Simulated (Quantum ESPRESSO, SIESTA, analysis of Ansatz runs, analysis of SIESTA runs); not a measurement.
# H_i (bond centre, by C) in SiC (F-43m): levels and formation energies (SIESTA), part 3 of 3

Question: at which Fermi levels does H_i (bond centre, by C) in SiC (F-43m) change its charge? Model: a cell of 54 host atoms with 1 H put in.

SIESTA 5.4.2; SIESTA numerical-orbital DFT, PBEsol, DZP basis, PseudoDojo 0.4.1 potentials converted to PSML; charged supercells in a uniform background, point-charge correction with alignment at far sites.

So far. Step 2 (Band edges): The gap at this level is 1.23 eV.

### Step 3. Relaxing each charge state (continued)

Level of this step: SIESTA numerical-orbital DFT, PBEsol, DZP basis, PseudoDojo 0.4.1 potentials converted to PSML; relaxation of all atoms of a defect supercell (SIESTA).

The states that were run, at 2×2×2 shifted by half a step, on 1 MPI rank of Arm Neoverse V2, shared host:

```
charge  moment (μB)    outcome  structures computed  largest displacement of a host atom from its site (Å)  lowest empty less highest filled level (eV)    time
    −1            0  converged                   11                                                   0.66                                         0.88  35 min
    +1            0  converged                   18                                                   0.48                                         1.65  50 min
     0            1  converged                   35                                                   0.58                                         0.14   2.3 h
```

Against the host's sites the lattice moves most at charge −1 (0.66 Å); the smallest move among the states is 0.48 Å.

### Step 4. Corrections and levels

A charged cell interacts with its images and the background. The point-charge term, screened by the static dielectric constant, takes that out, and the potential far from the defect is aligned with the host's. Chemical potentials: C (diamond), H (H2 molecule) and Si (diamond), run alike.

By state, in eV; the first energy still holds the atoms taken out or put in:

```
charge  moment (μB)  energy over the host, electrons at the valence top  point-charge term  potential shift at far sites  its spread  correction
    −1            0                                             -11.382              0.241                         0.042       0.018       0.199
     0            1                                             -12.857              0.000                             -           -       0.000
    +1            0                                             -14.296              0.241                        -0.056       0.020       0.185
```

Potentials at atomic sites for charge −1, some of the atoms; distances and the model charge refer to the site on which the defect was built:

```
atom  distance from that site (Å)  potential less the host's (eV)  point-charge model (eV)
 C28                        1.216                           0.208                    0.661
 C24                        2.442                          -0.357                    0.114
 C34                        3.227                          -0.076                   -0.001
Si35                        3.235                          -0.051                   -0.001
Si15                        3.901                          -0.044                   -0.057
Si39                        3.910                          -0.044                   -0.057
 C44                        3.932                          -0.083                   -0.047
  C8                        4.500                          -0.102                   -0.073
Si21                        4.976                          -0.061                   -0.075
 C14                        4.981                          -0.052                   -0.097
  C4                        5.437                          -0.022                   -0.082
```

Over the charge states the far sites scatter by a standard deviation of up to 0.02 eV about the model once its mean shift is taken off, which is the uncertainty of the alignment.

Limit set by the element alone; other compounds of these elements are not counted. Chemical potentials from the elements' reference states: C 0.00 eV, Si -0.50 eV, H 0.00 eV. Formation energy by charge state (C-rich; gap 1.23 eV):

```
charge  at valence top (eV)  at conduction bottom (eV)  correction included (eV)
    +1                 1.36                       2.59                      0.18
     0                 2.61                       2.61                      0.00
    −1                 4.29                       3.05                      0.20
```

```
Fermi level (eV)  lowest formation energy (eV)
            0.00                          1.36
            0.11                          1.47
            0.22                          1.58
            0.34                          1.70
            0.45                          1.81
            0.56                          1.92
            0.67                          2.03
            0.79                          2.14
            0.90                          2.26
            1.01                          2.37
            1.12                          2.48
            1.23                          2.59
```

Limit set by the element alone; other compounds of these elements are not counted. Chemical potentials from the elements' reference states: Si 0.00 eV, C -0.50 eV, H 0.00 eV. Formation energy by charge state (Si-rich; gap 1.23 eV):

```
charge  at valence top (eV)  at conduction bottom (eV)  correction included (eV)
    +1                 1.36                       2.59                      0.18
     0                 2.61                       2.61                      0.00
    −1                 4.29                       3.05                      0.20
```

```tsv
Fermi level (eV)	lowest formation energy (eV)
0.00	1.36
0.11	1.47
0.22	1.58
0.34	1.70
0.45	1.81
0.56	1.92
0.67	2.03
0.79	2.14
0.90	2.26
1.01	2.37
1.12	2.48
1.23	2.59
```

So at this level: (+1/0) at 1.25 eV (1.44 without the correction) and (0/−1) at 1.67 eV (1.48 without the correction), in a gap of 1.23 eV. (+1/0) and (0/−1) lie outside the gap, so the charge beyond is not the lowest at any Fermi level in the gap, within the error of the correction.

The charge transition levels (eV, zero at the valence-band top of the host):

```
                         conduction bottom  valence top
H_i (bond centre, by C)               1.23         0.00
```

```
                          level  energy (eV)
H_i (bond centre, by C)  (+1/0)         1.25
H_i (bond centre, by C)  (0/−1)         1.67
```

### Step 5. Outcome

```yaml
gap_of_the_host_siesta_pbesol: 1.23 eV
level_plus_1_over_0_siesta_pbesol_dzp_2x2x2: 1.25 eV above the valence top, near a band edge before or after the correction
```

**Reading.** At the level trusted most (SIESTA, PBEsol, DZP, 2×2×2) no transition falls inside the gap of 1.23 eV: charge +1 is lowest across it. Of the charges placed (−1, 0 and +1), +1 is the lowest from 0.02 eV above the valence top to 0.02 eV below the conduction bottom, a gap of 1.23 eV. (+1/0) and (0/−1) reach a band edge before or after the correction; the carrier may then sit in a band, where the point-charge correction doesn't apply and the value depends on how these k-points fill the band, which is not corrected here. Only the charges −1, 0 and +1 were placed; others may be stable too. Keep in mind: PBEsol makes the gap too small and tends to spread out bound carriers.

[Logs are printed without paths, hosts, clocks, repeated set-up lines and the standing remarks that a program may print on its own settings, such as how far it seeks lower states.]

[Hosts, paths, dates, database ids (printed as entryN), source tags and the programs' standing remarks are cut or masked in the printed files.]

[For some hosts the program warned that the k-mesh of the response run may be too coarse for force constants and the static dielectric constant; such warnings are not shown here.]

[Charge tables in the logs are Mulliken or Hirshfeld populations, whose sizes and signs can differ; where basis functions stand at a vacancy, SIESTA counts their charge against the missing atom's valence.]

[In relaxation paths of CP2K, step 0 can be the structure after the first move, since the trajectory file begins there, and the last row can be the final structure solved once more.]
